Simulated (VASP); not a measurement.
**Te: band structure with PBE+D3(BJ)**

Crystal: Te.

```
CELL_PARAMETERS angstrom
4.45400 0.00000 0.00000
-2.22700 3.85728 0.00000
0.00000 0.00000 5.92400
ATOMIC_POSITIONS crystal
Te 0.26900 0.00000 0.33333
Te 0.00000 0.26900 0.66667
Te 0.73100 0.73100 0.00000
```

| Item | Value |
| --- | --- |
| Program | VASP 6.6.1 |
| Task | band structure |
| Functional | PBE |
| Dispersion | D3(BJ) |
| Potentials or basis | VASP PAW PBE potentials, release 64 (Te) |
| Cutoff | 520 eV |
| k mesh | 9 × 9 × 6 |
| Occupations | gaussian, width 0.02 eV |
| Spin | no spin polarisation |
| Further INCAR settings | ALGO = Normal; EDIFF = 1e-07; NBANDS = 16 |

The band gap on the k mesh is 0.17 eV, direct and the band gap along the path is 0.15 eV, indirect (least direct gap 0.17 eV). The dispersion energy per atom is -0.430 eV.

Levels at the corners of the path, in eV from the valence-band top:
```
point  band 5  band 6  band 7  band 8  band 9  band 10  band 11  band 12  band 13  band 14
    Γ   -2.76   -2.76   -1.69   -1.69   -0.87     0.99     0.99     1.59     4.95     4.95
    M   -4.43   -3.61   -3.54   -1.05   -0.83     0.83     0.89     2.92     3.71     7.33
    M   -4.43   -3.61   -3.54   -1.05   -0.83     0.83     0.89     2.92     3.71     7.33
    K   -4.50   -3.10   -3.10   -2.95   -2.72     2.85     2.85     3.15     4.82     5.80
    K   -4.50   -3.10   -3.10   -2.95   -2.72     2.85     2.85     3.15     4.82     5.80
    Γ   -2.76   -2.76   -1.69   -1.69   -0.87     0.99     0.99     1.59     4.95     4.95
    Γ   -2.76   -2.76   -1.69   -1.69   -0.87     0.99     0.99     1.59     4.95     4.95
    A   -2.68   -2.68   -1.34   -1.04   -1.04     0.46     0.47     0.47     3.99     5.22
    A   -2.68   -2.68   -1.34   -1.04   -1.04     0.46     0.47     0.47     3.99     5.22
    L   -3.68   -3.65   -2.47   -2.14   -0.21     0.72     1.94     2.54     4.52     5.23
    L   -3.68   -3.65   -2.47   -2.14   -0.21     0.72     1.94     2.54     4.52     5.23
    H   -5.03   -5.03   -0.98   -0.01   -0.01     0.15     1.32     1.32     5.88     6.46
    H   -5.03   -5.03   -0.98   -0.01   -0.01     0.15     1.32     1.32     5.88     6.46
    A   -2.68   -2.68   -1.34   -1.04   -1.04     0.46     0.47     0.47     3.99     5.22
    L   -3.68   -3.65   -2.47   -2.14   -0.21     0.72     1.94     2.54     4.52     5.23
    M   -4.43   -3.61   -3.54   -1.05   -0.83     0.83     0.89     2.92     3.71     7.33
    K   -4.50   -3.10   -3.10   -2.95   -2.72     2.85     2.85     3.15     4.82     5.80
    H   -5.03   -5.03   -0.98   -0.01   -0.01     0.15     1.32     1.32     5.88     6.46
```

Wall time 4.2 min on 1 thread of AMD EPYC 7R43 64-Core Processor (Zen 3), with other jobs on the host, peak memory 0.26 GiB.

Caveat: the log is that of the step along the path at fixed density, whose energy, stress, charges and moments have no meaning; spin-orbit coupling is left out, which moves the levels of the heavy elements. Expect the measured gap to be larger: semilocal functionals such as PBE lack the derivative discontinuity.
